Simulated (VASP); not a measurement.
The system is Hf.

```
Hf
1.0
    -1.80500    1.80500    1.80500
     1.80500   -1.80500    1.80500
     1.80500    1.80500   -1.80500
Hf
1
Direct
  0.00000 0.00000 0.00000
```

This isn't the form of Hf at room conditions, which is hcp.

```yaml
Program: VASP 6.6.1
Task: relaxation of cell and atoms
Functional: MS2
Potentials_or_basis: VASP PAW PBE potentials, release 64 (Hf_pv)
Cutoff: 600 eV
k_mesh: 10 × 10 × 10
Occupations: methfessel-paxton, width 0.1 eV
Spin: no spin polarisation
```

At the start: pressure -9.5 GPa; volume 23.52 Å³/atom.

How do energy, volume and symmetry change on relaxing?

Over 4 steps the energy falls by 72.5 meV/atom and the volume is 21.23 Å³/atom (-9.7 %); space group Im-3m (No. 229, to 0.05 Å).

The path:
```tsv
step	energy change (eV)	largest force (eV/Å)	pressure (GPa)	volume (Å³)
1	0.0000	0.0000	-9.49	23.52
2	0.0110	0.0000	12.73	19.09
3	-0.0724	0.0000	-0.39	21.31
4	-0.0725	0.0000	-0.01	21.23
```

Final structure:
```yaml
crystal:
  lattice:
    - [-1.74441, 1.74441, 1.74441]
    - [1.74441, -1.74441, 1.74441]
    - [1.74441, 1.74441, -1.74441]
  atoms:
    - { symbol: Hf, position: [0.00000, 0.00000, 0.00000] }
```

Caveat: the PAW data sets were made with another functional, which shifts forces and pressure a little.
